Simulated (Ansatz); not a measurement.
## Na in Ansatz: the effect of functional

Na:

```xyz
2
Lattice="3.7670 0.0000 0.0000 -1.8835 3.2623 0.0000 0.0000 0.0000 6.1540" Properties=species:S:1:pos:R:3 pbc="T T T"
Na    1.8835    1.0874    4.6155
Na    0.0000    2.1749    1.5385
```

This isn't the form of Na at room conditions, which is bcc.

Alike in all runs:

* Program: Ansatz 0.2.0
* Task: projected density of states
* Potentials or basis: Ansatz PAW
* k mesh: 5 × 5 × 3
* Occupations: fermi-dirac, width 0.05 eV
* Spin: no spin polarisation

```tsv
functional	cutoff	pressure (GPa)
LDA	420 eV (not typed: the program's choice for these potentials)	?
PBEsol	420 eV (not typed: the program's choice for these potentials)	-0.4
r2SCAN	500 eV (not typed: the program's choice for these potentials)	-0.1
HSE06	420 eV (not typed: the program's choice for these potentials)	-0.1
PBE0	420 eV (not typed: the program's choice for these potentials)	-0.1
r2SCAN0	500 eV (not typed: the program's choice for these potentials)	0.0
```

Problem. What does the run with functional LDA give?

Solution. Pressure -1.0 GPa.

Caveats: all runs use coarse meshes; the PAW data sets come from PBE, with cores solved anew for the run's functional, which leaves a small shift of forces and pressure; the density of states is complete only up to the lowest level of the last band computed; the thresholds are loose for stress (some runs).
